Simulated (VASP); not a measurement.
**VASP 6.6.1 run: SiO2**

INCAR

```
ISMEAR = -1
NBANDS = 25
LWAVE = .FALSE.
LREAL = .FALSE.
IBRION = -1
PREC = Low
ENCUT = 520
SIGMA = 0.02
ISIF = 2
LASPH = .TRUE.
NSW = 0
LCHARG = .FALSE.
NELM = 88
GGA = PE
EDIFF = 1E-7
```

KPOINTS

```
KPOINTS created by Atomic Simulation Environment
0
Gamma
6 6 10
0 0 0
```

POSCAR

```
Si O
 1.0000000000000000
     4.1851887985999996    0.0000000000000000    0.0000000000000000
     0.0000000000000000    4.1851887985999996    0.0000000000000000
     0.0000000000000000    0.0000000000000000    2.5887746942000001
 Si  O
   2   4
Cartesian
  0.0000000000000000 -0.0000000000000000  0.0000000000000000
  2.0925943992999998  2.0925943992999998  1.2943873471000000
  1.2803475573985776  1.2803475573985776  0.0000000000000000
  0.8122468419014220  3.3729419566985777  1.2943873471000000
  3.3729419566985777  0.8122468419014220  1.2943873471000000
  2.9048412412014217  2.9048412412014217  0.0000000000000000
```

The recommended PBE PAW datasets give the neutral cell 32 valence electrons.

Command

```
mpirun -np 1 vasp_std
```

Q: How does this run end, and what does it give?

A: It converged. Results: gap between bands v and c on the k mesh 6.19 eV; least direct gap on the k mesh 6.19 eV; pressure 22.5 GPa; largest force 0.15 eV/Å. Band v is the last that the valence electrons fill when counted band by band, and c is the next.

OSZICAR

```
N       E                     dE             d eps       ncg     rms          rms(c)
DAV:   1     0.136906699022E+03    0.13691E+03   -0.17697E+04  3040   0.123E+03
DAV:   2    -0.442671244031E+02   -0.18117E+03   -0.17470E+03  3757   0.284E+02
DAV:   3    -0.507323821652E+02   -0.64653E+01   -0.64406E+01  4043   0.512E+01
DAV:   4    -0.507728888172E+02   -0.40507E-01   -0.40497E-01  3479   0.468E+00
DAV:   5    -0.507732102972E+02   -0.32148E-03   -0.32143E-03  4026   0.392E-01    0.183E+01
DAV:   6    -0.460208072996E+02    0.47524E+01   -0.13120E+01  3861   0.245E+01    0.855E+00
DAV:   7    -0.460506320541E+02   -0.29825E-01   -0.82858E-01  3776   0.539E+00    0.304E+00
DAV:   8    -0.460641516521E+02   -0.13520E-01   -0.28100E-02  3708   0.145E+00    0.110E+00
DAV:   9    -0.460703556025E+02   -0.62040E-02   -0.99930E-03  3850   0.834E-01    0.268E-01
DAV:  10    -0.460705442708E+02   -0.18867E-03   -0.37481E-04  3774   0.145E-01    0.406E-02
DAV:  11    -0.460705389614E+02    0.53093E-05   -0.57896E-05  3832   0.560E-02    0.118E-02
DAV:  12    -0.460705402657E+02   -0.13042E-05   -0.43069E-06  3788   0.159E-02    0.299E-03
DAV:  13    -0.460705404783E+02   -0.21267E-06   -0.59163E-07  3917   0.549E-03    0.418E-03
DAV:  14    -0.460705404597E+02    0.18618E-07   -0.14378E-08  2512   0.867E-04
   1 F= -.46070540E+02 E0= -.46070540E+02  d E =-.404233E-11
```

For comparison, a separate PBE run of the intended cell, on usual settings and not on those above, gives a gap of 6.19 eV on its mesh and a pressure of 22.5 GPa.
